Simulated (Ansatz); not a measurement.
# PbI2: the dielectric function from several functionals

Aim: the dielectric function of PbI2 in the independent-particle picture, and how it depends on the functional and on the gap. The runs, in order: HSE06 for the gap; optics with PBE on 6×6×4; optics with r2SCAN on 6×6×4; optics with PBE and scissors to the HSE06 gap on 6×6×4; optics with PBE with spin-orbit coupling on 6×6×2.

Method: plane waves, PAW; no local fields, no excitons, in Ansatz 0.2.0.

2 further runs of the same task are left out: 2 that didn't finish. Runs told in other sessions of the task aren't counted.

### 1 The structure to begin with

It takes space group P-3m1 (No. 164, trigonal). The conventional cell has a = 4.566 Å, b = 4.566 Å, c = 7.041 Å, α = 90.00°, β = 90.00°, γ = 120.00°. Pb (site symmetry -3m) is surrounded by 6 I at 3.24 Å. Around I (site symmetry 3m) lie 3 Pb at 3.24 Å.

Structure file:

```
Pb I
1.0
     4.56573    0.00000    0.00000
    -2.28286    3.95403    0.00000
     0.00000    0.00000    7.04108
Pb I
1 2
Direct
  0.00000 0.00000 0.00000
  0.33333 0.66667 0.26678
  0.66667 0.33333 0.73322
```

The cell was relaxed beforehand with r2SCAN+rVV10; those runs aren't shown. Spin-orbit coupling, which matters for I, Pb, is in the runs so named alone.

### 2 The gap to aim at

Input file input.yaml:

```yaml
crystal:
  lattice:
    - [4.5657260523, 0.0, 0.0]
    - [-2.2828630262, 3.954034748, 0.0]
    - [0.0, 0.0, 7.0410821077]
  atoms:
    - { symbol: Pb, position: [0.0, 0.0, 0.0] }
    - { symbol: I, position: [0.3333333333, 0.6666666667, 0.2667794128] }
    - { symbol: I, position: [0.6666666667, 0.3333333333, 0.7332205872] }
kpoints:
  mp_grid: { grid: [6, 6, 2] }
  band_path:
    path:
      - [0.0, 0.0, 0.0]
      - [0.5, 0.0, 0.0]
      - [0.3333333333, 0.3333333333, 0.0]
      - [0.0, 0.0, 0.5]
      - [0.5, 0.0, 0.5]
      - [0.3333333333, 0.3333333333, 0.5]
    npoints: 1
hamiltonian:
  xc: hse06
scf:
  occupations: { method: fixed }
  n_extra_bands: 4
output:
  forces: true
  stress: true
  eigenvalues: true
```

On the command line:

```bash
> ansatz run input.yaml --threads 4 --pin off --max-ram 3686MiB --backend cpu --events-out ev --progress --plain --runs-dir out
```

After this run come: Optics, PBE; Optics, r2SCAN; Optics, PBE with a scissors shift; Optics, PBE with spin-orbit coupling.

Before running them: what should the planned runs give, taken together? Wanted: ε∞, PBE; ε∞, r2SCAN; ε∞, PBE with spin-orbit coupling; tallest peak of ε₂, PBE; tallest peak of ε₂, r2SCAN; tallest peak of ε₂, PBE with spin-orbit coupling; HSE06 direct gap.

The runs gave:

| quantity | value |
| --- | --- |
| ε∞, PBE | 7.25 (xx, yy), 6.98 (zz) |
| ε∞, r2SCAN | 6.43 (xx, yy), 6.19 (zz) |
| ε∞, PBE + 0.70 eV scissors | 6.43 (xx, yy), 6.22 (zz) |
| ε∞, PBE with spin-orbit coupling | 8.12 (xx, yy), 7.41 (zz) |
| tallest peak of ε₂, PBE | 19.8 at 4.10 eV |
| tallest peak of ε₂, r2SCAN | 18.3 at 4.60 eV |
| tallest peak of ε₂, PBE + 0.70 eV scissors | 19.8 at 4.80 eV |
| tallest peak of ε₂, PBE with spin-orbit coupling | 11.8 at 2.90 eV (complete to 9.5 eV) |
| HSE06 direct gap | 2.93 eV |

PBE + 0.70 eV scissors has the widest direct gap (2.93 eV) and PBE with spin-orbit coupling the narrowest (1.43 eV); ε∞ is 6.36 and 7.88 (mean of the axes); the spin-orbit run sums fewer bands, so its ε∞ isn't like for like. Spin-orbit coupling moves the direct gap by -0.80 eV; ε∞ doesn't compare between these two runs, as the bands summed differ. The meshes differ between the runs, and peak heights and places move with the mesh, so part of any difference isn't the level's. The response is anisotropic: with PBE ε∞ is 7.25 (xx, yy), 6.98 (zz). Local fields and excitons are left out: both change ε∞, and without excitons the onset lacks its lines.
